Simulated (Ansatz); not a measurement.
## Ni under changes of volume

One of the cells (10.569 Å³/atom); the others are scaled copies at fixed shape and fractional positions:

```xyz
2
Lattice="2.4480 0.0000 0.0000 -1.2240 2.1201 0.0000 0.0000 0.0000 4.0728" Properties=species:S:1:pos:R:3 pbc="T T T"
Ni    1.2240    0.7067    3.0546
Ni    0.0000    1.4134    1.0182
```

This isn't the form of Ni at room conditions, which is fcc.

```yaml
Program: Ansatz 0.2.0
Functional: r2SCAN
Potentials_or_basis: Ansatz PAW
Cutoff: "500 eV (not typed: the program's choice for these potentials)"
k_mesh: 12 × 12 × 7
Occupations: fermi-dirac, width 0.05 eV
Spin: collinear spin, ferromagnetic start
Starting_moments: "[1.0, 1.0] μB"
```

```tsv
volume (Å³/atom)	energy over the lowest point (meV/atom)	pressure (GPa)	moment (μB per cell)
9.935	?	?	?
10.146	10.52	9.1	1.44
10.357	2.10	4.0	1.46
10.569	0.00	-0.5	1.48
10.780	3.43	-4.5	1.50
10.992	11.62	-8.0	1.52
11.203	23.96	-11.1	1.54
```

Task: What does the run at 9.935 Å³/atom give?

Result: Energy over the lowest point 26.15 meV/atom; pressure 14.9 GPa; moment 1.43 μB per cell.

Worked out: A Birch-Murnaghan fit of order 3 (a polynomial in V^(-2/3)) to the other rows has its minimum at 10.54 Å³/atom with B0 = V·E''(V) = 212 GPa and B' = 6.0 at fixed shape and positions, which overstates the stiffness. It gives 26.19 meV/atom at 9.935 Å³/atom, against the run's 26.15, and -dE/dV = 14.9 GPa, against 14.9. A straight line through the other rows of the moment, of slope 0.0946 μB per Å³/atom, extrapolates to 1.42 μB, against the run's 1.43.

Energies are extrapolated to zero smearing.

Caveats: the magnetic or orbital state may not be the lowest; the PAW data sets come from PBE, with cores solved anew for the run's functional, which leaves a small shift of forces and pressure.
